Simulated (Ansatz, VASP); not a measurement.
**One calculation of C, two programs**

The input INCAR:

```
SYSTEM = C
ALGO = Normal
EDIFF = 1E-6
ENCUT = 520
GGA = PE
ISIF = 2
ISMEAR = -1
LASPH = .True.
LCHARG = .False.
LREAL = .False.
LWAVE = .False.
NBANDS = 8
NELM = 100
PREC = Accurate
SIGMA = 0.1
```

The input KPOINTS:

```
k-points
0
Gamma
  20 20 20
  0 0 0
```

Contents of POSCAR:

```
C
1.0
    0.0000000000      1.4989849148      1.4989849148
    1.4989849148      0.0000000000      1.4989849148
    1.4989849148      1.4989849148      0.0000000000
C
1
Direct
    0.0000000000      0.0000000000      0.0000000000
```

Input for Ansatz:

```yaml
crystal:
  lattice:
    - [0.0, 1.4989849148, 1.4989849148]
    - [1.4989849148, 0.0, 1.4989849148]
    - [1.4989849148, 1.4989849148, 0.0]
  atoms:
    - { symbol: C, position: [0.0, 0.0, 0.0] }
hamiltonian:
  xc: pbe
  pseudopotentials:
    kind: paw
    azcp:
      C: "pseudopotentials/C.paw.azcp"
basis:
  ecutwfc: 420
  fft_grid_basis: typed
kpoints:
  mp_grid: { grid: [20, 20, 20], shift: [0, 0, 0] }
magnetization:
  spin_polarized: false
scf:
  occupations: { method: fermi_dirac, width: 0.1 }
  lower_state_search: "off"
output:
  stress: true
```

Alike in both runs: task single point; functional PBE; k mesh 20 × 20 × 20; occupations fermi-dirac, width 0.1 eV; no spin polarisation.

|  | VASP | Ansatz |
| --- | --- | --- |
| version | VASP 6.6.1 | Ansatz 0.2.0 |
| potentials or method | VASP PAW PBE potentials, release 64 (C) | plane waves (420 eV) with PAW, scalar-relativistic |
| plane-wave cutoff (eV) | 520 | 420 |
| valence electrons in the cell | 4 | 4 |

```tsv
	VASP	Ansatz	Ansatz less VASP
pressure (GPa)	14.8	14.6	-0.16
```
